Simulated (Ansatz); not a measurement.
Cubic perovskite LaAlO3 (cubic high-temperature phase)

These are PBE in Ansatz (PAW) values and carry that method's errors.

Numerical settings: plane-wave cutoff 520 eV, 10×10×10 k mesh, Fermi–Dirac smearing 0.01 eV, scalar-relativistic PAW data made under PBE.

Cell (relaxed at this level):

```cif
data_AlLaO3
_chemical_formula_sum 'La1 Al1 O3'
_space_group_name_H-M_alt 'P 1'
_space_group_IT_number 1
_cell_length_a 3.81246
_cell_length_b 3.81246
_cell_length_c 3.81246
_cell_angle_alpha 90.000
_cell_angle_beta 90.000
_cell_angle_gamma 90.000
loop_
_space_group_symop_operation_xyz
  'x, y, z'
loop_
_atom_site_label
_atom_site_type_symbol
_atom_site_fract_x
_atom_site_fract_y
_atom_site_fract_z
_atom_site_occupancy
La1 La 0.00000 0.00000 0.00000 1
Al1 Al 0.50000 0.50000 0.50000 1
O1 O 0.50000 0.00000 0.50000 1
O2 O 0.00000 0.50000 0.50000 1
O3 O 0.50000 0.50000 0.00000 1
```

```
Quantity                                       Value
-------------------------------------------  -------
bulk modulus B0                              192 GPa
band gap                                     3.50 eV
smallest direct gap on the k points sampled  3.63 eV
pressure derivative B′ of the bulk modulus       4.2
```

Measured, for comparison: bulk modulus 215 ± 4 GPa (room temperature, no zero-point or thermal correction, cubic phase above 14 GPa, extrapolated to zero pressure; as tabulated in Guennou et al. (2011), arXiv:1105.1276). Computed (rounded) less measured: bulk modulus -11 %.

Note: the relaxation could not lower the start's symmetry, so the cell can be a saddle point above a distorted one.

Spin–orbit coupling is not included.

The computed numbers hold no vibrational or temperature effects.

It cost very roughly 60 core-seconds of CPU time.

Ansatz is a first-principles code.
